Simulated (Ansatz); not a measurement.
# SiNi3 (R-3m) in Ansatz: further runs

The runs below take SiNi3 through single point, with PBEsol.

Everything below comes from runs of Ansatz 0.2.0. Logs are shortened: lines on timing, memory, paths and dates and some standing lists are left out, and cuts for length are marked.

**1. Starting point**

It takes space group R-3m (No. 166, trigonal). Conventional cell: a = 2.586 Å, b = 2.586 Å, c = 22.986 Å, α = 90.00°, β = 90.00°, γ = 120.00°. Around Ni (site symmetry 3m) lie 3 Si at 2.34 Å and 9 Ni at 2.52 to 2.59 Å. Ni (site symmetry -3m) is surrounded by 12 Ni at 2.52 to 2.59 Å. Si (site symmetry -3m) has 6 Ni at 2.34 Å and 6 Si at 2.59 Å as nearest neighbours.

The cell comes from a database or a generator and needn't be the stable form of this composition.

**2. Single point, PBEsol, collinear spin, ferromagnetic start**

File input.yaml:

```yaml
crystal:
  lattice:
    - [1.2928041287, 0.7464008117, 7.661989331]
    - [-1.2928041287, 0.7464008117, 7.661989331]
    - [0.0, -1.4928016234, 7.661989331]
  atoms:
    - { symbol: Ni, position: [0.254733, 0.254733, 0.254733], spin: 2.5 }
    - { symbol: Ni, position: [0.5, 0.5, 0.5], spin: 2.5 }
    - { symbol: Ni, position: [0.745267, 0.745267, 0.745267], spin: 2.5 }
    - { symbol: Si, position: [0.0, 0.0, 0.0] }
hamiltonian:
  xc: pbesol
  pseudopotentials: { kind: paw }
magnetization:
  spin_polarized: true
kpoints:
  mp_grid: { grid: [12, 12, 12] }
scf:
  occupations: { method: fermi_dirac, width: 0.05 }
output:
  forces: true
  stress: true
  eigenvalues: true
```

Potentials or basis: Ansatz PAW.

Launch:

```
ansatz run input.yaml --threads 2 --pin off --max-ram 5632MiB --backend cpu --events-out ev --progress --plain --runs-dir out
```

Output:

```text
Warning: where an SCF of this run starts from atoms to list the orders of its open shells, Ni (sites 0, 1, 2, from 0) starts with 2.00 μB on its 3d shell, in the place of the 2.50 μB that the deck gives it: its open shells can hold no more by Hund's first rule. To start from spheres of the given moment, type scf.initial_density.shell_occupations: []
Warning: RAYON_NUM_THREADS=2 ignored (pool sized by the plan → 2); use --threads N
basis.fft_grid_basis auto: the FFT boxes are laid along the combinations [[1, 0, -1], [0, 1, -1], [0, 0, 1]] of the cell's own vectors, 2.586, 2.586 and 7.806 Å long. The dense box has 18×18×54 points. Along the cell's own vectors, as sized, it would have 54×54×54, 9.00 times as many. Of the 12 symmetry operations that the crystal satisfies within crystal.symmetry.tolerance (time reversal apart; of a slab, those that keep its plane) the dense box along the cell's own vectors carries 12, and the one as laid loses 8 of those. basis.fft_grid_basis: typed keeps the cell's own vectors: state it where this run's energies or levels are differenced outside the engine with another run's, or held beside a run that keeps those vectors.
Engine: ansatz 0.2.0, aarch64-unknown-linux-gnu
Pseudopotentials: kind: paw
Pseudopotential: Ni, paw, valence charge 18, recommended cutoff 420 eV (normal), Ni.paw.azcp
Pseudopotential: Si, paw, valence charge 4, recommended cutoff 420 eV (normal), Si.paw.azcp
Functional definition: PBEsol
  exchange = pbesol_x
  correlation = pbesol_c
Crystal: 4 atoms, lattice volume = 44.361 Å³
Basis set: ecut = 420 eV, 889 PW (Γ), FFT grids on a1−a3, a2−a3, a3, exchange–correlation on 36×36×108 points (8 copies of the dense FFT grid, shifted against one another)
Bands: 40, of which v1, the nominal top of the filled ones, is band 29 counted from 1 (28 counted from 0)
Symmetry: 12 space group operations
Space group: R-3m (ITA 166), of the structure as read, at distance tolerance 3.5e-5 Å
Magnetic group: BNS 166.97 (UNI 1327), of the structure as read, at distance tolerance 3.5e-5 Å
k-points: 189 of 1728
Non-local potential: Ni, projectors of the file, l = 0: 3, l = 1: 2, l = 2: 3, l = 3: 1
Non-local potential: Si, projectors of the file, l = 0: 2, l = 1: 2, l = 2: 2
PAW form: soft (Blöchl's): semilocal exchange-correlation on the pseudo side does not see the compensation charge
PAW frozen core: Ni, regenerated for the run's functional, and the local potential with it (the file was generated under x = pbe(κ = 0.804, μ = 0.2195149727645171), c = pbe(β = 0.06672455060314922))
PAW frozen core: Si, regenerated for the run's functional, and the local potential with it (the file was generated under x = pbe(κ = 0.804, μ = 0.2195149727645171), c = pbe(β = 0.06672455060314922))
PAW one-centre angular grid: Ni, 590 points (default); XC on 64 Gauss nodes
PAW one-centre angular grid: Si, 110 points (default); XC on 64 Gauss nodes
[... 21 lines left out ...]
SCF iter  15: F=-18037.215968 eV  HF=-18037.215968 eV  |F-HF|=6.58e-8  |Δ(HF+E_count)|=   5.61e-9  Δρ=7.91e-6 (↑5.50e-6 ↓7.91e-6)  dr2=6.53e-8  dr2_m=6.12e-10  M=0.472 μB ∫|m|=0.547 μB  ethr=1.35e-10  ⟨swp⟩=8.5  Hψ=68512  notcnv=0
SCF 1 converged in 15 iterations: F = -18037.215968 eV  dr2 = 6.53e-8
SCF converged after 15 iterations
Magnetization: 0.4723 μB (29.2362 up, 28.7638 down)
Absolute magnetization: 0.5475 μB (∫|ρ↑−ρ↓|, with the PAW one-centre terms)
Spin contamination: 0.0177 ħ² per cell (⟨S²⟩ above its minimum at these occupations)
Per-site moments (μB) at R_I (Å): [(0.07075821841251922, 0.966750644366412), (0.36300635830825156, 1.0375179765380758), (0.07075821841251943, 0.9667506443664124), (-0.001921667251185502, 0.966750644366412)]
Free energy (F): -18037.215968 eV
Harris-Foulkes:  -18037.215968 eV  (|F-HF|=6.58e-8)
Internal energy: -18037.180893 eV  (E = F + TS)
E sigma→0 (E₀):  -18037.198430 eV
Entropy (-TS):   -0.035075 eV (-8.769 meV/atom)
Fermi energy:    16.728051 eV
--- Per-component energies (eV) ---
  E_band       = -881.288569
  E_kinetic    = 895.999057
  E_local      = -12609.124178  (includes V_loc(G=0)·N_el)
  E_nonlocal   = 1936.736735
  E_hartree    = 5425.731531
  E_xc         = -310.842455
  E_vxc        = -378.405420  (∫ρ·V_xc dr)
  E_paw        = -5286.325004  (= ΣΔE_a)
  E_vpaw       = -1577.941416  (= ΣTr[D̂ρ^β])
  E_aug_tail   = 0.001434  (compensation charges beyond the density's cutoff)
  E_ewald      = -8089.981441
  E_core_change = 0.623427  (= ΣΔE_core)
  E_smearing   = -0.035075  (= −TS)
  E_closure    = 0.000000  (closes the sum)
  Σ components = -18037.215968   (vs F -18037.215968, Δ=0.00e0)
--- Forces (eV/Å), atoms counted from 1 ---
  atom   1  Ni     0.00000000    -0.00000000     0.05902564
  atom   2  Ni     0.00000000     0.00000000     0.00000000
  atom   3  Ni     0.00000000     0.00000000    -0.05902564
  atom   4  Si     0.00000000    -0.00000000     0.00000000
  max |Σ_I F_I| component: 2.63e-31 eV/Å
--- Stress (GPa, compression-positive) ---
       -5.828753       0.000000       0.000000
        0.000000      -5.828753       0.000000
        0.000000       0.000000      -7.095228
  P = ⅓ Tr σ = -6.2509 GPa (-62.509 kbar)
--- Band table (eV; the first three rows and the last of 378) ---
  k-point 0 ↑: bands = ["-86.2327", "-86.2320", "-86.0650", "-47.0103", "-47.0019", "-46.6114", "-46.6114", "-46.6080", "-46.6080", "-46.5722", "-46.5722", "-46.5156", "2.9492", "8.5998", "9.3145", "12.3383", "13.8689", "14.7085", "14.7085", "14.7273", "14.7686", "14.7686", "14.8279", "14.8279", "15.4776", "15.4776", "15.4870", "15.5700", "15.5700", "16.1926", "16.1926", "20.7168", "28.7452", "28.7452", "28.7974", "29.6882", "29.6882", "31.1338", "35.0304", "35.5447"]
  k-point 1 ↑: bands = ["-86.2317", "-86.2311", "-86.0641", "-47.0088", "-47.0012", "-46.6190", "-46.6165", "-46.6136", "-46.6099", "-46.5795", "-46.5738", "-46.5142", "3.1454", "8.7901", "9.5348", "12.4728", "13.8687", "14.5512", "14.6279", "14.6670", "14.7687", "14.8360", "14.8779", "14.9162", "14.9892", "15.4060", "15.4318", "15.6088", "15.6961", "16.1989", "16.8648", "20.8118", "26.3331", "27.3826", "28.7557", "30.2903", "31.2707", "31.3766", "33.3511", "34.8640"]
  k-point 2 ↑: bands = ["-86.2291", "-86.2286", "-86.0618", "-47.0047", "-46.9991", "-46.6408", "-46.6380", "-46.6196", "-46.6151", "-46.5993", "-46.5780", "-46.5112", "3.7293", "9.3509", "10.1588", "12.8273", "13.8226", "14.1375", "14.2604", "14.4746", "14.7516", "14.8490", "14.9631", "15.0664", "15.1415", "15.2888", "15.3250", "15.6804", "15.8627", "16.2115", "17.9122", "21.1052", "23.2664", "25.9591", "28.0638", "30.0000", "30.5852", "31.9661", "32.9549", "33.1792"]
  k-point 188 ↓: bands = ["-86.1424", "-86.1422", "-85.6237", "-46.9011", "-46.8943", "-46.5308", "-46.5308", "-46.5305", "-46.5305", "-46.1632", "-46.1065", "-46.1065", "2.9643", "7.8894", "11.0594", "11.5481", "13.8344", "14.7772", "14.7772", "14.8599", "14.9083", "14.9083", "15.0225", "15.0704", "15.0704", "15.4867", "15.4867", "15.8271", "15.8271", "16.4663", "16.4663", "23.0487", "25.2624", "28.7513", "28.7513", "29.6825", "29.6825", "33.0333", "35.0484", "35.6772"]
```

It took 41 s on 2 threads of Arm Neoverse V2, shared host; peak memory 0.74 GiB.

What came out:

```
Free energy            : -18037.2160 eV
Pressure               : -6.3 GPa
Largest force          : 0.059 eV/Å
Band gap on the k mesh : none (metal or under the smearing width)
Net moment             : 0.47 μB per cell
Absolute moment        : 0.55 μB per cell
Site moments           : Ni +0.07, +0.36; Si -0.00 μB
```

Forces on the atoms (eV/Å):
```
Ni   0.000  0.000  0.059
Ni   0.000  0.000  0.000
Ni   0.000  0.000 -0.059
Si   0.000  0.000  0.000
```

Caveat: the PAW data sets come from PBE, with cores solved anew for the run's functional, which leaves a small shift of forces and pressure; the starting moments weren't kept.

**3. Single point, PBEsol, non-collinear spin, random start**

File input.yaml:

```yaml
crystal:
  lattice:
    - [1.2928041287, 0.7464008117, 7.661989331]
    - [-1.2928041287, 0.7464008117, 7.661989331]
    - [0.0, -1.4928016234, 7.661989331]
  atoms:
    - { symbol: Ni, position: [0.254733, 0.254733, 0.254733], spin: 0.63, spin_axis: [0.484, 0.09, 0.393] }
    - { symbol: Ni, position: [0.5, 0.5, 0.5], spin: 0.78, spin_axis: [-0.48, -0.194, 0.583] }
    - { symbol: Ni, position: [0.745267, 0.745267, 0.745267], spin: 0.95, spin_axis: [-0.023, 0.34, 0.887] }
    - { symbol: Si, position: [0.0, 0.0, 0.0] }
hamiltonian:
  xc: pbesol
  pseudopotentials: { kind: paw }
magnetization:
  noncollinear: true
  spin_orbit: false
kpoints:
  mp_grid: { grid: [9, 9, 9] }
scf:
  occupations: { method: fermi_dirac, width: 0.05 }
output:
  forces: true
  stress: true
  eigenvalues: true
  write_density: true
  write_potential: true
  elf: true
  volumetric_format: npy
```

Potentials or basis: Ansatz PAW.

Launch:

```
ansatz run input.yaml --threads 2 --pin off --max-ram 5632MiB --backend cpu --events-out ev --progress --plain --runs-dir out
```

Wall time 6.9 min (2 threads of Arm Neoverse V2, shared host); peak memory 0.99 GiB.

It converged, with:

- Free energy: -18037.2215 eV
- Pressure: -6.5 GPa
- Largest force: 0.039 eV/Å
- Band gap on the k mesh: none (metal or under the smearing width)
- Net moment: 0.00 μB per cell
- Absolute moment: 0.00 μB per cell

Forces on the atoms (eV/Å):
```
Ni   0.000  0.000  0.039
Ni   0.000  0.000  0.000
Ni   0.000  0.000 -0.039
Si   0.000  0.000  0.000
```

Stress tensor (GPa, compression positive):
```
-6.20  0.00  0.00
 0.00 -6.20  0.00
 0.00  0.00 -7.03
```

Levels at points of the mesh, in eV from the Fermi level:
```tsv
k point	band 54	band 55	band 56	band 57	band 58	band 59	band 60	band 61	band 62	band 63
(0.00, 0.00, 0.00)	-1.24	-1.05	-1.05	-1.05	-1.05	-0.40	-0.40	-0.40	-0.40	4.01
```

Moments on the atoms (μB; x, y, z):
```
Ni  0.00 0.00 0.00
Ni  0.00 0.00 0.00
Ni  0.00 0.00 0.00
Si  0.00 0.00 0.00
```

Caveat: the PAW data sets come from PBE, with cores solved anew for the run's functional, which leaves a small shift of forces and pressure; the starting moments weren't kept.
